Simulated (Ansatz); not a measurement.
One change: `CCCC#N` becomes `CCCN`.

Ansatz, PBE0-D4/def2-TZVP geometries, multiplicity 1. Each molecule was computed in one conformer, which needn't be the lowest.

| property | `CCCC#N` |
| --- | --- |
| size of the dipole moment (PBE/def2-TZVPP) / D | 4.18 |
| HOMO–LUMO gap (PBE/def2-TZVPP) / eV | 7.57 |
| HOMO–LUMO gap (B3LYP/def2-TZVPP) / eV | 9.26 |
| HOMO energy (ωB97M-V/def2-TZVPP) / eV | -11.58 |
| HOMO energy (PBE0/def2-TZVPP) / eV | -9.25 |
| HOMO–LUMO gap (PBE0/def2-TZVPP) / eV | 9.83 |

Give the same properties after the change, and the shifts. (Estimate.)

Ansatz gave: 
```tsv
property	`CCCN`	shift
size of the dipole moment (PBE/def2-TZVPP) / D	1.29	-2.89
HOMO–LUMO gap (PBE/def2-TZVPP) / eV	5.59	-1.98
HOMO–LUMO gap (B3LYP/def2-TZVPP) / eV	7.30	-1.96
HOMO energy (ωB97M-V/def2-TZVPP) / eV	-9.18	2.40
HOMO energy (PBE0/def2-TZVPP) / eV	-6.77	2.48
HOMO–LUMO gap (PBE0/def2-TZVPP) / eV	7.89	-1.94
```

With PBE0 the HOMO rises by 2.48 eV and the LUMO rises by 0.54 eV, so the gap narrows by about 1.94 eV. PBE moves the HOMO by 2.63 eV and ωB97M-V by 2.40 eV. The zero-point energy changes by 48.3 kJ/mol with +3 modes. Dipoles are sizes alone; their direction can turn.

B3LYP here is the variant with VWN-RPA as its local correlation; programs differ in this.

Positive LUMOs are unbound, so they and the gaps depend on the basis.
